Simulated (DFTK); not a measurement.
Runs of DFTK 0.8.2 on Sb. Symmetry: R-3m, No. 166, trigonal system. The conventional cell has a = 4.308 Å, b = 4.308 Å, c = 11.274 Å, α = 90.00°, β = 90.00°, γ = 120.00°. Around Sb (site symmetry 3m) lie 3 Sb at 2.91 Å. 

| task | level | potentials or basis | k mesh | cutoff (eV) | valence electrons | SCF solver | gap on the mesh (eV) | pressure (GPa) | V0 of scaled cells (Å³/atom) | B0 (GPa) | largest force (eV/Å) |
| --- | --- | --- | --- | --- | --- | --- | --- | --- | --- | --- | --- |
| equation of state | rSCAN | cp2k.nc.sr.pbe.v0_1.largecore.gth (PBE, GTH) | 5 × 5 × 5 | 952 | Sb 5 | - | - | - | (a) | 53 | - |
| equation of state | PBE | SPMS 1.0 (PBE) | 5 × 5 × 5 | 1225 | Sb 15 | - | - | - | 31.63 | 52 | - |
| band structure | BP86 | cp2k.nc.sr.pbe.v0_1.semicore.gth (PBE, GTH) | 8 × 8 × 8 | 735 | Sb 5 | - | none | 4.1 | - | - | 0.17 |
| band structure | LDA-Teter93 | cp2k.nc.sr.lda.v0_1.semicore.gth (LDA, GTH) | 8 × 8 × 8 | 735 | Sb 5 | - | none | -1.2 | - | - | 0.03 |
| band structure | rSCAN | cp2k.nc.sr.pbe.v0_1.largecore.gth (PBE, GTH) | 6 × 6 × 6 | 952 | Sb 5 | ScfAndersonSolver | none | 3.1 | - | - | (b) |

Alike in all rows: no spin polarisation; cell as given; smearing fermi-dirac 0.05 eV.

Q: Estimate the missing entries.

A: (a) 31.77; (b) 0.02.

Caveats: GTH potentials come without recommended cutoffs, and this one wasn't checked for convergence (some runs); the potentials were made for another functional, which shifts forces and pressure (some runs); spin-orbit coupling is left out, which moves the levels of the heavy elements (some runs); the program warned that the kinetic-energy density falls under its von Weizsäcker bound, which can give unphysical results (some runs); the cell was scaled at fixed shape and fractional positions, which overstates the stiffness of a crystal with free parameters, most of all of layers and chains (some runs).

A k mesh can miss the band edges, and the runs leave out spin-orbit coupling on Sb.

A gap of «none» marks a metal or a gap under the smearing width.
